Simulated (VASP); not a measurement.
Here is a VASP 6.6.1 calculation.

INCAR

```
SYSTEM = InAs
PREC = Accurate
ENCUT = 520
EDIFF = 1E-7
ISMEAR = 0
SIGMA = 0.022
LREAL = .False.
LASPH = .True.
NELM = 100
ALGO = Normal
ISIF = 2
LWAVE = .False.
LCHARG = .False.
GGA = PE
```

The input KPOINTS:

```
regular mesh
0
Gamma
  8 8 8
  0 0 0
```

Contents of POSCAR:

```
InAs
1.0
    0.0000000000      3.0180000000      3.0180000000
    3.0180000000      0.0000000000      3.0180000000
    3.0180000000      3.0180000000      0.0000000000
In As
1 1
Direct
    0.0000000000      0.0000000000      0.0000000000
    0.7500000000      0.7500000000      0.7500000000
```

Potentials or basis: VASP PAW PBE potentials, release 64 (In_d, As).

Command:

```console
$ cat potpaw_PBE.64/In_d/POTCAR potpaw_PBE.64/As/POTCAR > POTCAR
$ mpirun -np 1 vasp_std > vasp.out
```

(1) Estimate the pressure.

(2) Predict the band gap on the k mesh.

Answers

(1) 4.4 GPa.

(2) none (metal or under the smearing width).

Caveat: this crystal is a semiconductor, whose small gap the functional closes, so the metal is an error of the method.

**The experiment to reproduce.**

A printed reference work, data compilation reports, for a bulk crystal of InAs at 4.2 K: band gap 0.418 eV (direct).

Measured gap of InAs: 0.418 eV (direct; 4.2 K; a printed reference work, data compilation). This calculation gives 0.00 eV (-0.42 eV). Spin-orbit coupling on As, In is left out. The value is that of PBE on a finite k mesh, which can miss the band edges, without temperature or zero-point motion. Semilocal functionals fall short of measured gaps as a rule.
